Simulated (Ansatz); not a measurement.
Below is a relaxed structure of C. The cell was found from a structure generator's guess, not taken from experiment.

These are results of DFT PBE, scalar-relativistic, plane waves, PAW (Ansatz 0.2.0), not measurements. Cutoff 420 eV, Γ-centred mesh, Gaussian smearing, no spin polarisation.

```yaml
crystal:
  lattice:
    - [2.46648, 0.00000, 0.00000]
    - [-1.23324, 2.13604, 0.00000]
    - [0.00000, 0.00000, 4.42272]
  atoms:
    - { symbol: C, position: [0.66667, 0.33333, 0.50000] }
    - { symbol: C, position: [0.33333, 0.66667, 0.50000] }
```

Energies count from the standard state of C at the same level.

Problem. What space group does it have?

Solution. P6/mmm (No. 191). Conventional cell: a = 2.466 Å, c = 4.423 Å. C is surrounded by 3 C at 1.42 Å.

Problem. How far does it lie from the standard state of C?

Solution. 0.00 eV/atom. It is level with the standard state within the noise.

Problem. Is it a metal?

Solution. There is no gap on the 24×24×12 mesh, but valence and conduction bands overlap by only 0.20 eV, so at this level it is a semimetal.

The last run used a 24×24×12 mesh (in the run's order of axes) for its 2-atom cell and Gaussian smearing of 0.10 eV. Weakly bound directions are ill-defined at this level, which has no dispersion term. The zero gap may come from the functional, which often closes small gaps, or the cell may be a true semimetal. The reference form of C is held partly by dispersion forces, which this level lacks. A structure relaxed within its symmetry needn't be a true minimum.
